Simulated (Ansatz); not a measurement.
Crystal: Cu.

```
CELL_PARAMETERS angstrom
0.00000 1.80750 1.80750
1.80750 0.00000 1.80750
1.80750 1.80750 0.00000
ATOMIC_POSITIONS crystal
Cu 0.00000 0.00000 0.00000
```

Base run:

- Program: Ansatz 0.2.0
- Functional: PBE
- Potentials or basis: all-electron LAPW, scalar-relativistic
- Cutoff: 272 eV (chosen from the basis error)
- Basis error allowed: 0.002 eV/atom
- k mesh: 9 × 9 × 9
- Occupations: fermi-dirac, width 0.04 eV
- Spin: no spin polarisation

Its results: band gap on the k mesh none (metal or under the smearing width); pressure 1.8 GPa.

Question: The run is repeated on the same cell with these changes: k mesh from 9 × 9 × 9 to 5 × 5 × 5; occupations from fermi-dirac, width 0.04 eV to fermi-dirac, width 0.02 eV. What comes out?

Answer: Band gap on the k mesh none (metal or under the smearing width); pressure 1.0 GPa.

Caveats: some runs use coarse meshes; the k mesh is thin for a metal, which can move the energy by tens of meV per atom (some runs).
